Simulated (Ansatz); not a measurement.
# MnF2: the cost of one run

Program: Ansatz 0.2.0. Level of theory: DFT PBE, scalar-relativistic, plane waves, PAW. These are calculated values, not measurements.

1 further run of the same task is left out (it didn't finish).

**1. The system as given**

The structure is trigonal, space group P-3m1 (No. 164). The conventional cell has a = 3.343 Å, b = 3.343 Å, c = 5.055 Å, α = 90.00°, β = 90.00°, γ = 120.00°. Around Mn (site symmetry -3m) lie 6 F at 2.16 Å. Around F (site symmetry 3m) lie 3 Mn at 2.16 Å.

As a file:

```cif
data_structure
_symmetry_space_group_name_H-M 'P 1'
_symmetry_Int_Tables_number 1
_cell_length_a 3.3433
_cell_length_b 3.3433
_cell_length_c 5.0555
_cell_angle_alpha 90.000
_cell_angle_beta 90.000
_cell_angle_gamma 120.000
_cell_volume 48.94
loop_
_atom_site_label
_atom_site_type_symbol
_atom_site_fract_x
_atom_site_fract_y
_atom_site_fract_z
_atom_site_occupancy
Mn1 Mn 0.00000 0.00000 0.50000 1
F1 F 0.66667 0.33333 0.31007 1
F2 F 0.33333 0.66667 0.68993 1
```

The cell was relaxed beforehand at this level, from a generated guess; it is a trial structure. At a tolerance of 0.02 Å it has space group P-3m1 (No. 164); it has 16.31 Å³/atom, an uncorrected energy of -2.24 eV/atom over the elements.

**2. Static run: bands, density of states and charges**

input.yaml reads:

```yaml
crystal:
  lattice:
    - [3.3432840138, 0.0, 0.0]
    - [-1.6716420069, 2.895368888, 0.0]
    - [0.0, 0.0, 5.0554759]
  atoms:
    - { symbol: Mn, position: [0.0, 0.0, 0.5], spin: 4.65 }
    - { symbol: F, position: [0.6666666667, 0.3333333333, 0.310073], spin: 0.11 }
    - { symbol: F, position: [0.3333333333, 0.6666666667, 0.689927], spin: 0.11 }
basis:
  ecutwfc: 420
kpoints:
  mp_grid: { grid: [12, 12, 6] }
  band_path:
    path:
      - [[0.0, 0.0, 0.0], [0.5, 0.0, 0.0], [0.33333333, 0.33333333, 0.0], [0.0, 0.0, 0.0], [0.0, 0.0, 0.5], [0.5, 0.0, 0.5], [0.33333333, 0.33333333, 0.5], [0.0, 0.0, 0.5]]
      - [[0.5, 0.0, 0.5], [0.5, 0.0, 0.0]]
      - [[0.33333333, 0.33333333, 0.5], [0.33333333, 0.33333333, 0.0]]
    npoints: 14
hamiltonian:
  xc: pbe
scf:
  occupations: { method: gaussian, width: 0.02 }
  n_extra_bands: 7
output:
  forces: true
  stress: true
  eigenvalues: true
  populations: true
  dos: { projected: true, de: 0.02, nscf_kmesh: { grid: [18, 18, 9] } }
  bader: true
magnetization:
  spin_polarized: true
checkpoint:
  read: start.run
  write: ck
  compress: false
  write_wavefunctions: false
  write_every: 100000
```

On the command line:

```sh
$ ansatz run input.yaml --threads 1 --pin off --max-ram 3072MiB --backend cpu --events-out ev --progress --plain --runs-dir out
```

**Question.** How long does this run take on 1 thread of Intel Xeon Platinum 8259CL at 2.50GHz (Skylake/Cascade Lake), shared host, and how much memory does it need?

About 85 s, with a peak of 0.56 GiB.
